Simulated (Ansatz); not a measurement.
# TaN under pressure

These are results of DFT PBE, scalar-relativistic, plane waves, PAW in Ansatz 0.2.0, not measurements. Cutoff 420 eV, 16×16×16 k-points (Γ-centred), Fermi-Dirac smearing of 0.15 eV. No spin polarisation. Phonons by linear response, acoustic sum rule imposed.

Equilibrium structure at this level:
```cif
data_structure
_symmetry_space_group_name_H-M 'Fm-3m'
_symmetry_Int_Tables_number 225
_cell_length_a 4.4184
_cell_length_b 4.4184
_cell_length_c 4.4184
_cell_angle_alpha 90.000
_cell_angle_beta 90.000
_cell_angle_gamma 90.000
_cell_volume 86.26
loop_
_atom_site_label
_atom_site_type_symbol
_atom_site_symmetry_multiplicity
_atom_site_Wyckoff_symbol
_atom_site_fract_x
_atom_site_fract_y
_atom_site_fract_z
_atom_site_occupancy
Ta1 Ta 4 b 0.50000 0.00000 0.00000 1
N1 N 4 a 0.00000 0.00000 0.00000 1
```

In a metal, frequencies and elastic constants depend on the k mesh and the smearing, soft modes and shear constants most. Spin–orbit coupling is left out, which matters for heavy elements.

The cell is relaxed again at -3 and -1 and 1 and 2 and 4 and 6 and 7 and 9 and 12 and 16 and 18 and 20 and 25 and 30 and 35 and 40 and 50 GPa. How do volume, gap and optical modes at Γ (cm⁻¹, counted from the lowest optical one; a degenerate one stands once) change?

## Answers

```tsv
	0 GPa	-3 GPa	-1 GPa	1 GPa	2 GPa	4 GPa	6 GPa	7 GPa	9 GPa	12 GPa	16 GPa	18 GPa	20 GPa	25 GPa	30 GPa	35 GPa	40 GPa	50 GPa
V/V0	1.000	1.009	1.003	0.997	0.994	0.988	0.983	0.980	0.974	0.967	0.957	0.952	0.947	0.936	0.926	0.916	0.907	0.889
gap (eV)	0.00	0.00	0.00	0.00	0.00	0.00	0.00	0.00	0.00	0.00	0.00	0.00	0.00	0.00	0.00	0.00	0.00	0.00
mode 1	382	370	378	386	390	398	405	408	416	426	439	445	451	466	480	494	507	531
```

This rock-salt form isn't the usual stable structure of the compound at low pressure.

Cost: 18 runs of about 11 core-minutes in all, on AMD EPYC 7R43 (Zen 3), Intel Xeon Processor @ 2.70GHz, Arm Neoverse V2 and other processors (shared hosts).